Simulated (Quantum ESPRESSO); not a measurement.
# Si2Mo (P6_222) in Quantum ESPRESSO: single point with PBE

Aim: the single point of Si2Mo with PBE.

All numbers are computed with Quantum ESPRESSO 7.5; they aren't measurements. Logs are shortened: lines on timing, memory, paths and dates and some standing lists are left out, and cuts for length are marked.

### Step 1. Starting point

The structure is hexagonal, space group P6_222 (No. 180). Conventional cell: a = 4.585 Å, b = 4.585 Å, c = 6.580 Å, α = 90.00°, β = 90.00°, γ = 120.00°. Mo (site symmetry 222) has 10 Si at 2.57 to 2.67 Å as nearest neighbours. Si (site symmetry 2) has 5 Si at 2.55 to 2.67 Å and 5 Mo at 2.57 to 2.67 Å as nearest neighbours.

Measurements of this composition are mostly on another form, of space group No. 139.

### Step 2. Single point, PBE

run.py

```python
import numpy as np
from ase.calculators.espresso import Espresso, EspressoProfile
from ase import Atoms

atoms = Atoms(['Mo', 'Mo', 'Mo', 'Si', 'Si', 'Si', 'Si', 'Si', 'Si'],
              cell=[[4.5854715599, 0.0, 0.0], [-2.29273578, 3.9711348592, 0.0], [0.0, 0.0, 6.5797601]],
              scaled_positions=[[0.5, 0.5, 0.8333333333], [0.0, 0.5, 0.1666666667], [0.5, 0.0, 0.5], [0.16387298, 0.32774596, 0.5], [0.67225404, 0.83612702, 0.1666666667], [0.83612702, 0.16387298, 0.8333333333], [0.83612702, 0.67225404, 0.5], [0.32774596, 0.16387298, 0.1666666667], [0.16387298, 0.83612702, 0.8333333333]],
              pbc=True)

input_data = {
    'control': {'calculation': 'scf', 'prefix': 'pwscf', 'outdir': './tmp', 'tprnfor': True, 'tstress': True, 'disk_io': 'nowf'},
    'system': {'ecutwfc': 60.0, 'ecutrho': 440.0, 'nbnd': 44, 'occupations': 'smearing', 'smearing': 'fd', 'degauss': 0.00367493},
    'electrons': {'conv_thr': 1.8e-09, 'electron_maxstep': 120, 'mixing_beta': 0.5},
}
pseudopotentials = {'Si': 'Si.pbe-n-rrkjus_psl.1.0.0.UPF', 'Mo': 'Mo_ONCV_PBE-1.0.oncvpsp.upf'}
profile = EspressoProfile(command='pw.x', pseudo_dir='pseudo')
dft = Espresso(profile=profile, input_data=input_data, pseudopotentials=pseudopotentials, kpts=(7, 7, 4), koffset=(0, 0, 0))
atoms.calc = dft

print(f'energy {atoms.get_potential_energy():.8f} eV')
print('forces (eV/A)')
print(np.round(atoms.get_forces(), 6))
print('stress (eV/A^3, Voigt)')
print(np.round(atoms.get_stress(), 8))
print(f'Fermi level {dft.get_fermi_level():.4f} eV')
```

Potentials or basis: SSSP 1.3 efficiency PBE.

Started as:

```
OMP_NUM_THREADS=1 python run.py
```

The log of the run:

```text
energy -6534.34582101 eV
forces (eV/A)
[[ 0.       -0.        0.      ]
 [-0.       -0.        0.      ]
 [ 0.        0.        0.      ]
 [-0.        0.011879 -0.      ]
 [-0.010287 -0.00594   0.      ]
 [-0.010287  0.00594   0.      ]
 [-0.       -0.011879  0.      ]
 [ 0.010287  0.00594   0.      ]
 [ 0.010287 -0.00594  -0.      ]]
stress (eV/A^3, Voigt)
[-0.02122413 -0.02122413 -0.02026557 -0.         -0.         -0.        ]
Fermi level 16.7309 eV
```

espresso.pwi:

```text
&CONTROL
   calculation      = 'scf'
   tstress          = .true.
   tprnfor          = .true.
   outdir           = './tmp'
   prefix           = 'pwscf'
   disk_io          = 'nowf'
   pseudo_dir       = 'pseudo'
/
&SYSTEM
   nbnd             = 44
   ecutwfc          = 60.0
   ecutrho          = 440.0
   occupations      = 'smearing'
   degauss          = 0.00367493
   smearing         = 'fd'
   ntyp             = 2
   nat              = 9
   ibrav            = 0
/
&ELECTRONS
   electron_maxstep = 120
   conv_thr         = 1.8e-09
   mixing_beta      = 0.5
/
&IONS
/
&CELL
/
&FCP
/
&RISM
/
ATOMIC_SPECIES
Mo 95.95 Mo_ONCV_PBE-1.0.oncvpsp.upf
Si 28.085 Si.pbe-n-rrkjus_psl.1.0.0.UPF

K_POINTS automatic
7 7 4  0 0 0

CELL_PARAMETERS angstrom
4.58547155990000 0.00000000000000 0.00000000000000
-2.29273578000000 3.97113485920000 0.00000000000000
0.00000000000000 0.00000000000000 6.57976010000000

ATOMIC_POSITIONS angstrom
Mo 1.1463678900 1.9855674296 5.4831334164  
Mo -1.1463678900 1.9855674296 1.0966266836  
Mo 2.2927357800 0.0000000000 3.2898800500  
Si -0.0000000000 1.3015234067 3.2898800500  
Si 1.1655834461 3.3203731558 1.0966266836  
Si 3.4583192261 0.6507617034 5.4831334164  
Si 2.2927357799 2.6696114525 3.2898800500  
Si 1.1271523338 0.6507617034 1.0966266836  
Si -1.1655834462 3.3203731558 5.4831334164
```

espresso.pwo:

```text
This program is part of the open-source Quantum ESPRESSO suite
     for quantum simulation of materials; please cite
         "P. Giannozzi et al., J. Phys.:Condens. Matter 21 395502 (2009);
         "P. Giannozzi et al., J. Phys.:Condens. Matter 29 465901 (2017);
         "P. Giannozzi et al., J. Chem. Phys. 152 154105 (2020);
     in publications or presentations arising from this work. More details at

Warning: card &CELL ignored
Warning: card &FCP ignored
Warning: card &RISM ignored

     Message from routine setup:
     using ibrav=0 with symmetry is DISCOURAGED, use correct ibrav instead

     G-vector sticks info
     --------------------
     sticks:   dense  smooth     PW     G-vecs:    dense   smooth      PW
     Sum        2263    1237    349               125873    50737    7677

     Using Slab Decomposition

     bravais-lattice index     =            0
     lattice parameter (alat)  =       8.6653  a.u.
     unit-cell volume          =     808.5471 (a.u.)^3
     number of atoms/cell      =            9
     number of atomic types    =            2
     number of electrons       =        66.00
     number of Kohn-Sham states=           44
     kinetic-energy cutoff     =      60.0000  Ry
     charge density cutoff     =     440.0000  Ry
     scf convergence threshold =      1.8E-09
     mixing beta               =       0.5000
     number of iterations used =            8  plain     mixing
     Exchange-correlation= PBE
                           (   1   4   3   4   0   0   0)

     celldm(1)=   8.665285  celldm(2)=   0.000000  celldm(3)=   0.000000
     celldm(4)=   0.000000  celldm(5)=   0.000000  celldm(6)=   0.000000

     crystal axes: (cart. coord. in units of alat)
               a(1) = (   1.000000   0.000000   0.000000 )
               a(2) = (  -0.500000   0.866025   0.000000 )
               a(3) = (   0.000000   0.000000   1.434915 )

     reciprocal axes: (cart. coord. in units 2 pi/alat)
               b(1) = (  1.000000  0.577350 -0.000000 )
               b(2) = (  0.000000  1.154701  0.000000 )
               b(3) = (  0.000000 -0.000000  0.696906 )

     PseudoPot. # 1 for Mo read from file:
     Mo_ONCV_PBE-1.0.oncvpsp.upf
     Pseudo is Norm-conserving, Zval = 14.0
     Generated using ONCVPSP code by D. R. Hamann
     Using radial grid of 1526 points,  6 beta functions with:
                l(1) =   0
                l(2) =   0
                l(3) =   1
                l(4) =   1
                l(5) =   2
                l(6) =   2

     PseudoPot. # 2 for Si read from file:
     Si.pbe-n-rrkjus_psl.1.0.0.UPF
     Pseudo is Ultrasoft + core correction, Zval =  4.0
     Generated using "atomic" code by A. Dal Corso  v.5.1
     Using radial grid of 1141 points,  6 beta functions with:
                l(1) =   0
                l(2) =   0
                l(3) =   1
                l(4) =   1
                l(5) =   2
                l(6) =   2
     Q(r) pseudized with 0 coefficients

     atomic species   valence    mass     pseudopotential
     Mo               14.00    95.95000     Mo( 1.00)
     Si                4.00    28.08500     Si( 1.00)

     12 Sym. Ops. (no inversion) found ( 8 have fractional translation)

   Cartesian axes

     site n.     atom                  positions (alat units)
         1        Mo     tau(   1) = (   0.2500000   0.4330127   1.1957622  )
         2        Mo     tau(   2) = (  -0.2500000   0.4330127   0.2391524  )
         3        Mo     tau(   3) = (   0.5000000   0.0000000   0.7174573  )
         4        Si     tau(   4) = (  -0.0000000   0.2838363   0.7174573  )
         5        Si     tau(   5) = (   0.2541905   0.7241072   0.2391524  )
         6        Si     tau(   6) = (   0.7541905   0.1419182   1.1957622  )
         7        Si     tau(   7) = (   0.5000000   0.5821891   0.7174573  )
         8        Si     tau(   8) = (   0.2458095   0.1419182   0.2391524  )
         9        Si     tau(   9) = (  -0.2541905   0.7241072   1.1957622  )

     number of k points=    24  Fermi-Dirac smearing, width (Ry)=  0.0037
                       cart. coord. in units 2pi/alat
        k(    1) = (   0.0000000   0.0000000   0.0000000), wk =   0.0102041
        k(    2) = (   0.0000000   0.0000000   0.1742264), wk =   0.0204082
        k(    3) = (   0.0000000   0.0000000  -0.3484528), wk =   0.0102041
        k(    4) = (   0.0000000   0.1649572   0.0000000), wk =   0.0612245
        k(    5) = (   0.0000000   0.1649572   0.1742264), wk =   0.1224490
        k(    6) = (   0.0000000   0.1649572  -0.3484528), wk =   0.0612245
[... 16 lines left out ...]
        k(   23) = (   0.2857143   0.4948717   0.1742264), wk =   0.1224490
        k(   24) = (   0.2857143   0.4948717  -0.3484528), wk =   0.0612245

     Dense  grid:   125873 G-vectors     FFT dimensions: (  60,  60,  90)

     Smooth grid:    50737 G-vectors     FFT dimensions: (  45,  45,  72)

     Initial potential from superposition of free atoms

     starting charge      65.9937, renormalised to      66.0000
     Starting wfcs are   54 randomized atomic wfcs

     Self-consistent Calculation

     iteration #  1     ecut=    60.00 Ry     beta= 0.50
     Davidson diagonalization with overlap
     ethr =  1.00E-02,  avg # of iterations =  3.7

     Threshold (ethr) on eigenvalues was too large:
     Diagonalizing with lowered threshold

     Davidson diagonalization with overlap
     ethr =  3.68E-04,  avg # of iterations =  4.7

     total energy              =    -480.21390637 Ry
     estimated scf accuracy    <       0.21841140 Ry

     iteration #  2     ecut=    60.00 Ry     beta= 0.50
     Davidson diagonalization with overlap
     ethr =  3.31E-04,  avg # of iterations =  3.3
[... 11 lines left out ...]
     iteration #  4     ecut=    60.00 Ry     beta= 0.50
     Davidson diagonalization with overlap
     ethr =  1.50E-05,  avg # of iterations =  5.8

     total energy              =    -480.26519064 Ry
     estimated scf accuracy    <       0.00116902 Ry

     iteration #  5     ecut=    60.00 Ry     beta= 0.50
     Davidson diagonalization with overlap
     c_bands:  1 eigenvalues not converged
     c_bands:  1 eigenvalues not converged
     ethr =  1.77E-06,  avg # of iterations =  7.0

     total energy              =    -480.26556030 Ry
     estimated scf accuracy    <       0.00039327 Ry

     iteration #  6     ecut=    60.00 Ry     beta= 0.50
     Davidson diagonalization with overlap
     ethr =  5.96E-07,  avg # of iterations =  2.3

     total energy              =    -480.26558787 Ry
     estimated scf accuracy    <       0.00002620 Ry
[... 26 lines left out ...]
     total energy              =    -480.26560158 Ry
     estimated scf accuracy    <       0.00000001 Ry

     iteration # 11     ecut=    60.00 Ry     beta= 0.50
     Davidson diagonalization with overlap
     ethr =  5.19E-12,  avg # of iterations =  2.1

     End of self-consistent calculation

          k = 0.0000 0.0000 0.0000 (  6403 PWs)   bands (ev):

   -44.4494 -44.4191 -44.4191 -18.6965 -18.6931 -18.6931 -18.6823 -18.6823
   -18.5952 -18.5390 -18.5390 -18.5212   2.6297   5.7109   5.7109   9.3764
    10.0949  10.0949  10.6050  10.6050  11.4453  11.7493  11.7493  12.0791
    13.0106  13.0106  13.4607  13.4607  13.6685  13.6685  13.9463  14.5973
    15.8760  18.6854  19.0484  19.0484  19.1611  19.2015  19.4731  19.4731
    19.6714  19.6714  20.1601  20.3495

          k = 0.0000 0.0000 0.1742 (  6355 PWs)   bands (ev):
[... 199 lines left out ...]
   -44.4388 -44.4268 -44.4213 -18.7421 -18.7294 -18.7240 -18.6532 -18.6361
   -18.6209 -18.5393 -18.5355 -18.4981   5.3571   5.4578   6.0950   7.0078
     7.2961   8.5306  10.4653  10.6302  11.2167  11.8709  12.8203  12.8620
    13.2529  13.2663  13.4464  13.5738  14.4777  14.8573  15.0706  15.3988
    16.1630  17.2920  17.7214  17.9133  18.4236  18.5433  18.7151  18.8672
    19.2704  19.9508  19.9909  20.3326

     the Fermi energy is    16.7309 ev

!    total energy              =    -480.26560158 Ry
     estimated scf accuracy    <          1.8E-10 Ry
     smearing contrib. (-TS)   =      -0.00012005 Ry
     internal energy E=F+TS    =    -480.26548153 Ry

     The total energy is F=E-TS. E is the sum of the following terms:
     one-electron contribution =    -108.66070932 Ry
     hartree contribution      =      91.19514062 Ry
     xc contribution           =     -85.04669135 Ry
     ewald contribution        =    -377.75322148 Ry

     convergence has been achieved in  11 iterations

     Forces acting on atoms (cartesian axes, Ry/au):

     atom    1 type  1   force =     0.00000000   -0.00000000    0.00000000
     atom    2 type  1   force =    -0.00000000   -0.00000000    0.00000000
     atom    3 type  1   force =     0.00000000    0.00000000    0.00000000
     atom    4 type  2   force =    -0.00000000    0.00046202   -0.00000000
     atom    5 type  2   force =    -0.00040012   -0.00023101    0.00000000
     atom    6 type  2   force =    -0.00040012    0.00023101    0.00000000
     atom    7 type  2   force =    -0.00000000   -0.00046202    0.00000000
     atom    8 type  2   force =     0.00040012    0.00023101    0.00000000
     atom    9 type  2   force =     0.00040012   -0.00023101   -0.00000000

     Total force =     0.001132     Total SCF correction =     0.000002

     Computing stress (Cartesian axis) and pressure

          total   stress  (Ry/bohr**3)                   (kbar)     P=       33.49
   0.00023116   0.00000000   0.00000000           34.01        0.00        0.00
   0.00000000   0.00023116   0.00000000            0.00       34.01        0.00
   0.00000000   0.00000000   0.00022072            0.00        0.00       32.47

=------------------------------------------------------------------------------=
   JOB DONE.
=------------------------------------------------------------------------------=
```

It took 3.9 min on 1 thread of Arm Neoverse V1, shared host; peak memory 0.59 GiB.

Results:

- Free energy: -6534.3464 eV
- Pressure: 3.3 GPa
- Largest force: 0.012 eV/Å
- Band gap on the k mesh: 0.27 eV, indirect (least direct gap 0.63 eV)

Forces on the atoms (eV/Å):
```
Mo   0.000  0.000  0.000
Mo   0.000  0.000  0.000
Mo   0.000  0.000  0.000
Si   0.000  0.012  0.000
Si  -0.010 -0.006  0.000
Si  -0.010  0.006  0.000
Si   0.000 -0.012  0.000
Si   0.010  0.006  0.000
Si   0.010 -0.006  0.000
```

Levels at points of the mesh, in eV from the valence-band top:
| k point | band 31 | band 32 | band 33 | band 34 | band 35 | band 36 |
| --- | --- | --- | --- | --- | --- | --- |
| (0.00, 0.00, 0.00) | -2.65 | -2.00 | -0.72 | 2.09 | 2.46 | 2.46 |
| (0.00, 0.00, -0.50) | -1.99 | -0.63 | -0.63 | 1.94 | 2.38 | 2.38 |

Caveat: an odd mesh through Γ misses points on the zone boundary, where band edges often lie.

### Step 3. For comparison

An earlier run on the cell as given: functional PBE; potentials or basis SSSP 1.3 efficiency PBE; cutoff 816 eV; density cutoff 5987 eV; k mesh 7 × 7 × 4; occupations fermi-dirac, width 0.05 eV; no spin polarisation.

- Pressure: 3.3 GPa
- Largest force: 0.012 eV/Å
- Band gap on the k mesh: 0.27 eV, indirect (least direct gap 0.63 eV)
